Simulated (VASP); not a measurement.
Write the native input for VASP 6.6.1 that does the following.

```yaml
Task: band structure
Functional: PBE
Potentials_or_basis: VASP PAW PBE potentials, release 64 (C_GW)
Cutoff: 450 eV
k_mesh: 12 × 12 × 12
Occupations: gaussian, width 0.02 eV
Spin: no spin polarisation
Further_INCAR_settings: ALGO = Normal; EDIFF = 1e-06
```

The structure of C lies in POSCAR:

```
C
1.0
    0.0000000000      1.7833700000      1.7833700000
    1.7833700000      0.0000000000      1.7833700000
    1.7833700000      1.7833700000      0.0000000000
C
2
Direct
    0.7500000000      0.7500000000      0.7500000000
    0.5000000000      0.5000000000      0.5000000000
```

This isn't the form of C at room conditions, which is graphite.

These files were run (other wordings do the same):

INCAR

```
SYSTEM = C
PREC = Accurate
ENCUT = 450
EDIFF = 1E-6
ISMEAR = 0
SIGMA = 0.02
LREAL = .False.
LASPH = .True.
NELM = 60
ALGO = Normal
ISIF = 2
LWAVE = .False.
LCHARG = .False.
GGA = PE
```

KPOINTS

```
Automatic mesh
0
Gamma
  12 12 12
  0 0 0
```

KPOINTS_OPT

```
path GXWKGLUWLK,UX
20
line-mode
reciprocal
 0.0000000000  0.0000000000  0.0000000000  G
 0.5000000000  0.0000000000  0.5000000000  X

 0.5000000000  0.0000000000  0.5000000000  X
 0.5000000000  0.2500000000  0.7500000000  W

 0.5000000000  0.2500000000  0.7500000000  W
 0.3750000000  0.3750000000  0.7500000000  K

 0.3750000000  0.3750000000  0.7500000000  K
 0.0000000000  0.0000000000  0.0000000000  G

 0.0000000000  0.0000000000  0.0000000000  G
 0.5000000000  0.5000000000  0.5000000000  L

 0.5000000000  0.5000000000  0.5000000000  L
 0.6250000000  0.2500000000  0.6250000000  U

 0.6250000000  0.2500000000  0.6250000000  U
 0.5000000000  0.2500000000  0.7500000000  W

 0.5000000000  0.2500000000  0.7500000000  W
 0.5000000000  0.5000000000  0.5000000000  L

 0.5000000000  0.5000000000  0.5000000000  L
 0.3750000000  0.3750000000  0.7500000000  K

 0.6250000000  0.2500000000  0.6250000000  U
 0.5000000000  0.0000000000  0.5000000000  X
```

Potentials or basis: VASP PAW PBE potentials, release 64 (C_GW).

Run with:

```console
$ cat potpaw_PBE.64/C_GW/POTCAR > POTCAR
$ mpirun -np 1 vasp_std > vasp.out
```

Results of the run:

* Band gap on the k mesh: 4.15 eV, indirect (least direct gap 5.59 eV)
* Band gap along the path: 4.13 eV, indirect (least direct gap 5.59 eV)

Wall time 11 s on 1 thread of Intel(R) Xeon(R) Platinum 8488C (Sapphire Rapids), on a shared host, peak memory 0.11 GiB.
